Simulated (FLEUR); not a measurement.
# Zn (P6_3/mmc) in FLEUR: band structure with PBE

Aim: the band structure of Zn with PBE.

Everything below comes from runs of FLEUR MaX-R8.1 (later development tree). Logs are shortened: lines on timing, memory, paths and dates and some standing lists are left out, and cuts for length are marked.

## (1) The structure

It takes space group P6_3/mmc (No. 194, hexagonal). The conventional cell has a = 2.670 Å, b = 2.670 Å, c = 4.966 Å, α = 90.00°, β = 90.00°, γ = 120.00°. Zn (site symmetry -6m2) is surrounded by 12 Zn at 2.67 to 2.92 Å.

## (2) Band structure, PBE

The input, inp.xml:

```xml
<?xml version="1.0" encoding="UTF-8" standalone="no"?>
<fleurInput fleurInputVersion="0.39">
   <comment>
      Zn                                                                                                  
   </comment>
   <calculationSetup>
      <cutoffs Kmax="4.19" Gmax="13.0" GmaxXC="13.0" numbands="0"/>
      <scfLoop itmax="60" minDistance="0.00001" maxIterBroyd="15" imix="Anderson" alpha="0.05" precondParam="0.0" spinf="2.0" sdNocoIR="T"/>
      <coreElectrons ctail="T" frcor="F" kcrel="0" coretail_lmax="0"/>
      <xcFunctional name="pbe" relativisticCorrections="F"/>
      <magnetism jspins="1"/>
      <soc l_soc="F" theta="0.0" phi="0.0" spav="F"/>
      <expertModes spex="0" secvar="F"/>
      <geometryOptimization l_f="F" forcealpha="1.0" forcemix="BFGS" epsdisp="0.00001" epsforce="0.00001"/>
      <ldaU l_linMix="F" mixParam="0.05" spinf="1.0"/>
   </calculationSetup>
   <cell>
      <bzIntegration valenceElectrons="40.0" mode="hist" fermiSmearingEnergy="0.00183747">
         <kPointListSelection listName="default-1"/>
         <!-- k-points included here -->
         <xi:include xmlns:xi="http://www.w3.org/2001/XInclude" href="kpts.xml"> </xi:include>
      </bzIntegration>
      <!-- symmetry operations included here -->
      <xi:include xmlns:xi="http://www.w3.org/2001/XInclude" href="sym.xml"> </xi:include>
      <bulkLattice scale="1.0">
         <bravaisMatrix>
            <row-1>    5.0455687526819997     0.0000000000000000     0.0000000000000000</row-1>
            <row-2>   -2.5227843763409998     4.3695907163551642     0.0000000000000000</row-2>
            <row-3>    0.0000000000000000     0.0000000000000000     9.3843799347635990</row-3>
         </bravaisMatrix>
      </bulkLattice>
   </cell>
   <atomSpecies>
      <species name="Zinc (Zn)" element="Zn" atomicNumber="30">
         <mtSphere radius="2.34" gridPoints="773" logIncrement="0.016"/>
         <atomicCutoffs lmax="9" lnonsphr="9"/>
         <electronConfig flipSpins="F">
            <coreConfig>(1s1/2) (2s1/2) (2p1/2) (2p3/2)</coreConfig>
            <valenceConfig>(3s1/2) (3p1/2) (3p3/2) (4s1/2) (3d3/2) (3d5/2)</valenceConfig>
         </electronConfig>
         <energyParameters s="4" p="4" d="3" f="4"/>
         <lo type="SCLO" l="0" n="3" eDeriv="0"/>
         <lo type="SCLO" l="1" n="3" eDeriv="0"/>
         <lo type="SCLO" l="1" n="3" eDeriv="1"/>
         <lo type="HELO" l="2" n="4" eDeriv="0"/>
         <lo type="HELO" l="2" n="4" eDeriv="1"/>
         <lo type="SCLO" l="3" n="4" eDeriv="2"/>
      </species>
   </atomSpecies>
   <atomGroups>
      <atomGroup species="Zinc (Zn)">
         <relPos label="                   1">-1.000/3.000 1.000/3.000 -1.000/4.000</relPos>
         <relPos label="                   2">1.000/3.000 -1.000/3.000 1.000/4.000</relPos>
         <force calculate="T" relaxXYZ="TTT"/>
      </atomGroup>
   </atomGroups>
   <output dos="F" band="F" slice="F">
      <checks vchk="F" cdinf="F"/>
      <bandDOS minEnergy="-.5*Htr" maxEnergy="0.5*Htr" sigma="0.015" storeEVData="T"/>
      <vacuumDOS vacdos="F" integ="F" star="F" nstars="0" locx1="0.0" locy1="0.0" locx2="0.0" locy2="0.0" nstm="0" tworkf="0.0"/>
      <unfoldingBand unfoldBand="F" supercellX="1" supercellY="1" supercellZ="1"/>
      <plotting iplot="0" polar="F">
         <plot TwoD="T" vec1="  1.0  0.0  0.0" vec2="  0.0  1.0  0.0" vec3="  0.0  0.0  1.0" zero="  0.0  0.0  0.0" file="plot"/>
      </plotting>
      <chargeDensitySlicing numkpt="0" minEigenval="0.0" maxEigenval="0.0" nnne="0" pallst="F"/>
      <specialOutput eonly="F"/>
      <moessbauerParams electricFieldGradient="T" isomerShift="T" coreHyperfine="T" valenceHyperfine="T"/>
      <magneticCircularDichroism mcd="F" energyLo="-10.0" energyUp="0.0"/>
   </output>
  <!-- We include the file relax.xml here to enable relaxations (see documentation) -->
  <xi:include xmlns:xi="http://www.w3.org/2001/XInclude" href="relax.xml"> <xi:fallback/> </xi:include>
</fleurInput>
```

The input, crystal.txt:

```
Zn
&input cartesian=F /
2.6700000000  0.0000000000  0.0000000000
-1.3350000000  2.3122878281  0.0000000000
0.0000000000  0.0000000000  4.9660000000
1.8897261246
1.0 1.0 1.0

2
30 0.6666666666  0.3333333332  0.7500000000
30 0.3333333332  0.6666666666  0.2500000000

&kpt div1=11 div2=11 div3=6 gamma=T /
```

The input, inp.xml (bands):

```
<?xml version="1.0" encoding="UTF-8" standalone="no"?>
<fleurInput fleurInputVersion="0.39">
   <comment>
      Zn                                                                                                  
   </comment>
   <calculationSetup>
      <cutoffs Kmax="4.19" Gmax="13.0" GmaxXC="13.0" numbands="0"/>
      <scfLoop itmax="60" minDistance="0.00001" maxIterBroyd="15" imix="Anderson" alpha="0.05" precondParam="0.0" spinf="2.0" sdNocoIR="T"/>
      <coreElectrons ctail="T" frcor="F" kcrel="0" coretail_lmax="0"/>
      <xcFunctional name="pbe" relativisticCorrections="F"/>
      <magnetism jspins="1"/>
      <soc l_soc="F" theta="0.0" phi="0.0" spav="F"/>
      <expertModes spex="0" secvar="F"/>
      <geometryOptimization l_f="F" forcealpha="1.0" forcemix="BFGS" epsdisp="0.00001" epsforce="0.00001"/>
      <ldaU l_linMix="F" mixParam="0.05" spinf="1.0"/>
   </calculationSetup>
   <cell>
      <bzIntegration valenceElectrons="40.0" mode="hist" fermiSmearingEnergy="0.00183747">
         <kPointListSelection listName="path-1"/>
         <!-- k-points included here -->
         <xi:include xmlns:xi="http://www.w3.org/2001/XInclude" href="kpts.xml"> </xi:include>
      </bzIntegration>
      <!-- symmetry operations included here -->
      <xi:include xmlns:xi="http://www.w3.org/2001/XInclude" href="sym.xml"> </xi:include>
      <bulkLattice scale="1.0">
         <bravaisMatrix>
            <row-1>    5.0455687526819997     0.0000000000000000     0.0000000000000000</row-1>
            <row-2>   -2.5227843763409998     4.3695907163551642     0.0000000000000000</row-2>
            <row-3>    0.0000000000000000     0.0000000000000000     9.3843799347635990</row-3>
         </bravaisMatrix>
      </bulkLattice>
   </cell>
   <atomSpecies>
      <species name="Zinc (Zn)" element="Zn" atomicNumber="30">
         <mtSphere radius="2.34" gridPoints="773" logIncrement="0.016"/>
         <atomicCutoffs lmax="9" lnonsphr="9"/>
         <electronConfig flipSpins="F">
            <coreConfig>(1s1/2) (2s1/2) (2p1/2) (2p3/2)</coreConfig>
            <valenceConfig>(3s1/2) (3p1/2) (3p3/2) (4s1/2) (3d3/2) (3d5/2)</valenceConfig>
         </electronConfig>
         <energyParameters s="4" p="4" d="3" f="4"/>
         <lo type="SCLO" l="0" n="3" eDeriv="0"/>
         <lo type="SCLO" l="1" n="3" eDeriv="0"/>
         <lo type="SCLO" l="1" n="3" eDeriv="1"/>
         <lo type="HELO" l="2" n="4" eDeriv="0"/>
         <lo type="HELO" l="2" n="4" eDeriv="1"/>
         <lo type="SCLO" l="3" n="4" eDeriv="2"/>
      </species>
   </atomSpecies>
   <atomGroups>
      <atomGroup species="Zinc (Zn)">
         <relPos label="                   1">-1.000/3.000 1.000/3.000 -1.000/4.000</relPos>
         <relPos label="                   2">1.000/3.000 -1.000/3.000 1.000/4.000</relPos>
         <force calculate="T" relaxXYZ="TTT"/>
      </atomGroup>
   </atomGroups>
   <output dos="F" band="T" slice="F">
      <checks vchk="F" cdinf="F"/>
      <bandDOS minEnergy="-.5*Htr" maxEnergy="0.5*Htr" sigma="0.015" storeEVData="T"/>
      <vacuumDOS vacdos="F" integ="F" star="F" nstars="0" locx1="0.0" locy1="0.0" locx2="0.0" locy2="0.0" nstm="0" tworkf="0.0"/>
      <unfoldingBand unfoldBand="F" supercellX="1" supercellY="1" supercellZ="1"/>
      <plotting iplot="0" polar="F">
         <plot TwoD="T" vec1="  1.0  0.0  0.0" vec2="  0.0  1.0  0.0" vec3="  0.0  0.0  1.0" zero="  0.0  0.0  0.0" file="plot"/>
      </plotting>
      <chargeDensitySlicing numkpt="0" minEigenval="0.0" maxEigenval="0.0" nnne="0" pallst="F"/>
      <specialOutput eonly="F"/>
      <moessbauerParams electricFieldGradient="T" isomerShift="T" coreHyperfine="T" valenceHyperfine="T"/>
      <magneticCircularDichroism mcd="F" energyLo="-10.0" energyUp="0.0"/>
   </output>
  <!-- We include the file relax.xml here to enable relaxations (see documentation) -->
  <xi:include xmlns:xi="http://www.w3.org/2001/XInclude" href="relax.xml"> <xi:fallback/> </xi:include>
</fleurInput>
```

Potentials or basis: all-electron, FLAPW.

Launch:

```bash
inpgen -f crystal.txt -profile fastHighL
# inp.xml edited to the form shown
fleur_MPI
fleur_MPI   # second run, on inp.xml (bands)
```

The program printed:

```text
Welcome to FLEUR        (www.flapw.de)
      MaX-Release 8.1          (www.max-centre.eu)

 ========== k-point set info ==========
 Selected k-point list: default-1
 k-point list type: mesh
 11 x 11 x 6
 Number of k points: 64

 ------------Calculation Setup---------------------------
 Number of MPI-tasks      :            1
 Number of PE/node        :            1
 Number of OMP-threads    :            1
 Most efficient MPI parallelization for:
           1           2           4           8          16          32          64
 Additional eigenvalue parallelization possible
 Number of basis functions:          360
 Approximate size of matrices (H+S) per k-point:         0.002 GB
 --------------------------------------------------------
 Iteration:     1   Distance:       9.68893752 me/bohr^3
 Iteration:     2   Distance:       8.01626403 me/bohr^3
 Iteration:     3   Distance:       3.82463154 me/bohr^3
 Iteration:     4   Distance:       2.15158480 me/bohr^3
 Iteration:     5   Distance:       1.80487946 me/bohr^3
 Iteration:     6   Distance:       0.11861977 me/bohr^3
 Iteration:     7   Distance:       0.18104190 me/bohr^3
 Iteration:     8   Distance:       0.02055671 me/bohr^3
 Iteration:     9   Distance:       0.02950056 me/bohr^3
 Iteration:    10   Distance:       0.00056386 me/bohr^3
 Iteration:    11   Distance:       0.00040531 me/bohr^3
 Iteration:    12   Distance:       0.00006493 me/bohr^3
 Iteration:    13   Distance:       0.00000549 me/bohr^3

 ********************************************************************
 Run finished successfully
 Stop message:
   all done
 ********************************************************************
```

output (bands):

```text
Welcome to FLEUR        (www.flapw.de)
      MaX-Release 8.1          (www.max-centre.eu)

 ========== k-point set info ==========
 Selected k-point list: path-1
 k-point list type: path
 Number of k points: 60

 ------------Calculation Setup---------------------------
 Number of MPI-tasks      :            1
 Number of PE/node        :            1
 Number of OMP-threads    :            1
 Most efficient MPI parallelization for:
           1           2           3           4           5           6          10          12          15          20          30          60
 Additional eigenvalue parallelization possible
 Number of basis functions:          360
 Approximate size of matrices (H+S) per k-point:         0.002 GB
 --------------------------------------------------------
 Fermi energy correction for metals:
 Fermi energy in bands.* files may not be consistent with last density.
 Please correct it manually (e.g. in band.gnu file).

 Note: Band structure data (together with different weights) is also stored in the banddos.hdf file.
       A convenient way of extracting and plotting the data from that file is by making use of the

 ********************************************************************
 Run finished successfully
 Stop message:
   Charge density postprocessing done.
 ********************************************************************
```

out.xml (last iteration):

```text
<iteration numberForCurrentRun="   13" overallNumber="   13">
         <energyParameters units="Htr">
            <atomicEP atomType="1" spin="1" branch="4s" branchLowest="-4.38" branchHighest="1.20" value="0.0895911642"/>
            <atomicEP atomType="1" spin="1" branch="4p" branchLowest="-2.69" branchHighest="1.81" value="0.2606042249"/>
            <atomicEP atomType="1" spin="1" branch="3d" branchLowest="-9.99" branchHighest="0.05" value="-0.0024477135"/>
            <atomicEP atomType="1" spin="1" branch="4f" branchLowest="-9.99" branchHighest="3.43" value="0.5995331766"/>
            <loAtomicEP atomType="1" spin="1" branch="3s" branchLowest="-42.19" branchHighest="-4.38" value="-4.3830027025"/>
            <loAtomicEP atomType="1" spin="1" branch="3p" branchLowest="-36.52" branchHighest="-2.69" value="-2.6995034252"/>
            <loAtomicEP atomType="1" spin="1" branch="3p" branchLowest="-36.52" branchHighest="-2.69" value="-2.6995034252"/>
            <heloAtomicEP atomType="1" spin="1" branch="4d" branchLowest="2.20" branchHighest="2.20" value="2.1996810965"/>
            <heloAtomicEP atomType="1" spin="1" branch="4d" branchLowest="2.20" branchHighest="2.20" value="2.1996810965"/>
            <loAtomicEP atomType="1" spin="1" branch="4f" branchLowest="-9.99" branchHighest="3.43" value="0.5995359592"/>
         </energyParameters>
         <eigenvalues>
            <eigenvaluesAt spin="1" ikpt="1" k_x="0.00000000" k_y="0.00000000" k_z="0.00000000">
                      -4.3830872708       -4.3830568381       -2.6987175763       -2.6982919490       -2.6975836664
                      -2.6975836664       -2.6975355874       -2.6975355874       -0.1126722719       -0.0468859914
                      -0.0215130875       -0.0128991514       -0.0128991514       -0.0111014778       -0.0111014778
                       0.0007371593        0.0007371593        0.0082221613        0.0082221613        0.1347848748
                       0.1549414225        0.7601395122        0.8909702778        0.9028191596        0.9028191596
                       0.9619141827        0.9619141827        0.9628678065        1.0075306143        1.1352242064
                       1.1352242064
            </eigenvaluesAt>
            <eigenvaluesAt spin="1" ikpt="2" k_x="0.00000000" k_y="0.00000000" k_z="0.16666667">
                      -4.3830852503       -4.3830588771       -2.6986891385       -2.6983206850       -2.6975803048
                      -2.6975803048       -2.6975387610       -2.6975387610       -0.1065826040       -0.0475777492
                      -0.0213551904       -0.0129685874       -0.0129685874       -0.0113670129       -0.0113670129
[... 33 lines left out ...]
         </valenceDensity>
         <coreStates atomType="     1" atomicNumber=" 30" spin="1" kinEnergy="   1577.3775525949" eigValSum="  -1002.7738506479" lostElectrons=" 0.000000">
            <state n="1" l="0" j="0.5" energy="-349.6131542846" weight="1.0000000000"/>
            <state n="2" l="0" j="0.5" energy="-42.1920241826" weight="1.0000000000"/>
            <state n="2" l="1" j="0.5" energy="-37.1121389817" weight="1.0000000000"/>
            <state n="2" l="1" j="1.5" energy="-36.2348039375" weight="2.0000000000"/>
         </coreStates>
         <allElectronCharges>
            <spinDependentCharge spin="1" total="60.0000000" interstitial="2.3911543" mtSpheres="57.6088457"/>
            <totalCharge value="60.0000000003"/>
         </allElectronCharges>
         <moessbauerParams unitsHFF="kG" unitsIS="e/bohr^3" unitsEFG="Htr/bohr^2">
            <coreIsomerShift atomType="1" isTotal="24873.67078">
               <shell n="1" l="0" isomerShift="22627.57343"/>
               <shell n="2" l="0" isomerShift="2229.17848"/>
               <shell n="2" l="1" isomerShift="16.91888"/>
            </coreIsomerShift>
            <isomerShift atomType="1" nucleusRadius="0.0000952" averageDensity="25216.63079"/>
            <electricFieldGradient atomType="1" VXX="-0.21893" VYY="-0.21893" VZZ="0.43785" asymParam="0.00000">
            </electricFieldGradient>
         </moessbauerParams>
         <totalEnergy                                    value="    -3592.2318585188" units="Htr">
            <sumOfEigenvalues                            value="    -2055.1779884000">
               <coreElectrons value="-2005.5477012958"/>
               <valenceElectrons value="-49.6302871043"/>
            </sumOfEigenvalues>
            <densityCoulombPotentialIntegral value="-5526.9985187595"/>
            <densityEffectivePotentialIntegral value="-5713.3239283624"/>
            <chargeDenXCDenIntegral value="-143.3306151583"/>
            <FockExchangeEnergyValence value="0.0000000000"/>
            <FockExchangeEnergyCore value="0.0000000000"/>
            <atomTypeDependentContributions atomType="1">
               <electronNucleiInteractionDifferentMTs value="4321.1777649146"/>
               <MadelungTerm value="-22.3701590285"/>
            </atomTypeDependentContributions>
            <tkbTimesEntropy value="0.0001724515"/>
            <freeEnergy value="-3592.2320309703"/>
            <extrapolationTo0K value="-3592.2319447446"/>
         </totalEnergy>
         <densityConvergence units="me/bohr^3">
            <chargeDensity spin="1" distance="0.0000054950"/>
         </densityConvergence>
      </iteration>
```

It took 30 s on 1 thread of Arm Neoverse V2, shared host; peak memory 0.06 GiB.

Results:

- Free energy: -97749.6133 eV
- Band gap along the path: none (metal or under the smearing width)
- Valence electrons inside the program's atomic spheres: Zn 18.80 (radii Zn 2.34 bohr)

Levels at the corners of the path, in eV from the Fermi level:
```
point  band 17  band 18  band 19  band 20  band 21  band 22  band 23  band 24
    Γ    -7.13    -6.92    -6.92    -3.48    -2.93    13.54    17.10    17.42
    M    -6.74    -6.72    -2.68    -2.02     2.71     3.65     4.15     5.80
    K    -7.02    -7.02     0.15     0.15     0.29     5.06     6.15     6.15
    Γ    -7.13    -6.92    -6.92    -3.48    -2.93    13.54    17.10    17.42
    A    -7.01    -7.01    -7.01    -7.01     4.64     4.64    18.69    18.69
    L    -6.73    -6.73    -1.71    -1.71     0.24     0.24    10.14    10.14
    H    -6.93    -6.93     1.08     1.08     1.94     1.94     2.24     2.24
    A    -7.01    -7.01    -7.01    -7.01     4.64     4.64    18.69    18.69
    L    -6.73    -6.73    -1.71    -1.71     0.24     0.24    10.14    10.14
    M    -6.74    -6.72    -2.68    -2.02     2.71     3.65     4.15     5.80
    K    -7.02    -7.02     0.15     0.15     0.29     5.06     6.15     6.15
    H    -6.93    -6.93     1.08     1.08     1.94     1.94     2.24     2.24
```

Core levels (eV from the Fermi level):
```
atom                                                     levels
1 Zn  1s1/2 -9520.6, 2s1/2 -1155.2, 2p1/2 -1017.0, 2p3/2 -993.1
2 Zn  1s1/2 -9520.6, 2s1/2 -1155.2, 2p1/2 -1017.0, 2p3/2 -993.1
```
